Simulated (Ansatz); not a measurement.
TiO:

```
Ti O
1.0
     2.70834    0.00000    0.00000
     0.00000    2.70834    0.00000
     0.00000    0.00000    2.70834
Ti O
1 1
Cartesian
  0.0000 0.0000 0.0000
  1.3542 1.3542 1.3542
```

The cell comes from a database or a generator and needn't be the stable form of this composition.

Base run:

```yaml
Program: Ansatz 0.2.0
Functional: r2SCAN
Potentials_or_basis: Ansatz PAW
Cutoff: "500 eV (not typed: the program's choice for these potentials)"
k_mesh: 7 × 7 × 7
Occupations: gaussian, width 0.05 eV
Spin: no spin polarisation
Hubbard_terms: Ti d U = 4 eV
```

Its results: band gap on the k mesh none (metal or under the smearing width); pressure -11.7 GPa.

Task: The run is repeated on the same cell with these changes: spin from no spin polarisation to collinear spin, program default start; hubbard terms from Ti d U = 4 eV to Ti d U = 2 eV. What comes out?

Result: Band gap on the k mesh none (metal or under the smearing width); pressure -15.2 GPa; net moment 0.22 μB per cell; site moments Ti +0.16; O +0.02 μB.

Several settings changed at once, so the effect can't be laid on one alone.

Caveats: the PAW data sets come from PBE, with cores solved anew for the run's functional, which leaves a small shift of forces and pressure; U without spin polarisation on a metal has little footing (some runs); the magnetic or orbital state may not be the lowest (some runs).
